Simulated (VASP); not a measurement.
# Cs (C2/m) in VASP: further runs, part 2 of 2

VASP 6.6.1. Earlier steps stand in the parts before.

## (5) Single point, PBEsol

INCAR reads:

```
ADDGRID = False
ALGO = Normal
EDIFF = 1E-4
ENCUT = 400
GGA = PS
ISIF = 2
ISMEAR = 1
LASPH = True
LCHARG = False
LREAL = Auto
LWAVE = False
NELM = 100
PREC = Normal
SIGMA = 0.1
```

KPOINTS reads:

```
k-points
0
Gamma
  8 8 8
```

POSCAR reads:

```
Cs
1.0
    3.0190110000     -4.3381320000      0.0000000000
    3.0190110000      4.3381320000      0.0000000000
   -2.5749360000      0.0000000000      4.4138870000
Cs
1
Direct
    0.0000000000      0.0000000000      0.5000000000
```

Potentials or basis: VASP PAW PBE potentials, release 64 (Cs_sv).

Launch:

```
> cat potpaw_PBE.64/Cs_sv/POTCAR > POTCAR
> mpirun -np 1 vasp_std > vasp.out
```

OUTCAR:

```text
EDIFF = 1E-4
   ENCUT = 400
   GGA = PS
   ISIF = 2
   ISMEAR = 1
   LASPH = True
   LREAL = Auto
   NELM = 100
   PREC = Normal

 Found    150 irreducible k-points:

 Following reciprocal coordinates:
            Coordinates               Weight
  0.000000  0.000000  0.000000      1.000000
  0.125000  0.000000 -0.000000      4.000000
  0.250000  0.000000 -0.000000      4.000000
  0.375000  0.000000 -0.000000      4.000000
  0.500000  0.000000 -0.000000      2.000000
  0.125000  0.125000 -0.000000      2.000000
   k-points           NKPTS =    150   k-points in BZ     NKDIM =    150   number of bands    NBANDS=      8
   number of dos      NEDOS =    301   number of ions     NIONS =      1
   total plane-waves  NPLWV =  21952
   dimension x,y,z NGX =    28 NGY =   28 NGZ =   28
   dimension x,y,z NGXF=    56 NGYF=   56 NGZF=   56
   ions per type =               1
   NGX,Y,Z   is equivalent  to a cutoff of   8.81,  8.81,  9.11 a.u.
   NGXF,Y,Z  is equivalent  to a cutoff of  17.61, 17.61, 18.22 a.u.
 SYSTEM =  unknown system
   PREC   = normal    normal or accurate (medium, high low for compatibility)
   ISTART =      0    job   : 0-new  1-cont  2-samecut
   ICHARG =      2    charge: 1-file 2-atom 10-const
   ISPIN  =      1    spin polarized calculation?
   LNONCOLLINEAR =      F non collinear calculations
   LSORBIT =      F    spin-orbit coupling
   LASPH  =      T    aspherical Exc in radial PAW
[... 51 lines left out ...]
 E-fermi :   0.3769     XC(G=0):  -5.4620

 val. band max:        0.3617413504   @ k =   0.0000   0.0000   0.5000
 cond. band min:       0.3825234515   @ k =   0.5000   0.3750  -0.0000
 fundamental gap:      0.0207821011
 Fermi energy:         0.3769137155

 k-point     1 :       0.0000    0.0000    0.0000
  band No.  band energies     occupation
      1     -23.4952      2.00000
      2     -10.2248      2.00000
      3     -10.2142      2.00000
      4     -10.2036      2.00000
      5      -1.3153      2.00000
      6       2.6104      0.00000
      7       2.7685      0.00000
      8       3.0701      0.00000
[... 45 lines left out ...]
 k-point     6 :       0.1250    0.1250   -0.0000
  band No.  band energies     occupation
      1     -23.4933      2.00000
      2     -10.2628      2.00000
      3     -10.2313      2.00000
      4     -10.2089      2.00000
      5      -0.8596      2.00000
      6       2.1808     -0.00000
      7       2.2628     -0.00000
      8       3.4420      0.00000

 [... further k-points ...]
[... 5 lines left out ...]
  --------------------------------------------------------------------------------------
  -------------------------------------------------------------------------------------
  Total       -0.0658142     -0.0596066     -0.0827781      0.0000000      0.0000000     -0.0455509
  in kB       -0.9120347     -0.8260116     -1.1471157      0.0000000      0.0000000     -0.6312320
  external PRESSURE =      -0.9617206 kB  Pullay stress =       0.0000000 kB

 VOLUME and BASIS-vectors are now :
 -----------------------------------------------------------------------------
  energy-cutoff  :      400.00
  volume of cell :      115.62
      direct lattice vectors                 reciprocal lattice vectors
     3.019011000 -4.338132000  0.000000000     0.165617151 -0.115256982  0.096616330
     3.019011000  4.338132000  0.000000000     0.165617151  0.115256982  0.096616330
    -2.574936000  0.000000000  4.413887000     0.000000000  0.000000000  0.226557680

 POSITION                                       TOTAL-FORCE (eV/Angst)
 -----------------------------------------------------------------------------------
     -1.28747      0.00000      2.20694         0.000000      0.000000      0.000000
 -----------------------------------------------------------------------------------
    total drift:                               -0.000000      0.000000     -0.000000

  FREE ENERGIE OF THE ION-ELECTRON SYSTEM (eV)
  ---------------------------------------------------
  free  energy   TOTEN  =        -0.9323796667 eV

  energy  without entropy=       -0.9320960592  energy(sigma->0) =       -0.93228513
```

stdout:

```text
POSCAR found type information on POSCAR Cs
 POSCAR found :  1 types and       1 ions
 scaLAPACK will be used
 -----------------------------------------------------------------------------
|                                                                             |
|                                                                             |
|     You have a (more or less) 'small supercell' and for smaller cells       |
|     it is recommended to use the reciprocal-space projection scheme!        |
|     The real-space optimization is not efficient for small cells and it     |
|     is also less accurate ...                                               |
|     Therefore, set LREAL=.FALSE. in the INCAR file.                         |
|                                                                             |
 -----------------------------------------------------------------------------

 -----------------------------------------------------------------------------
|                                                                             |
|                                                                             |
|     You enforced a specific xc type in the INCAR file but a different       |
|     I HOPE YOU KNOW WHAT YOU ARE DOING!                                     |
|                                                                             |
 -----------------------------------------------------------------------------

 LDA part: xc-table for (Slater+PW92), standard interpolation
 POSCAR, INCAR and KPOINTS ok, starting setup
 FFT: planning ... GRIDC
 FFT: planning ... GRID_SOFT
 FFT: planning ... GRID
 WAVECAR not read
 entering main loop
```

It took 28 s on 1 thread of Intel Xeon Platinum 8488C (Sapphire Rapids), shared host; peak memory 0.19 GiB.

These settings aren't checked as converged: the numbers below hold their error.

What came out:

```yaml
Free_energy: -0.9324 eV
Pressure: -0.1 GPa
Band_gap_on_the_k_mesh: none (metal or under the smearing width)
```

Caveat: the PAW data sets were made with another functional, which shifts forces and pressure a little.
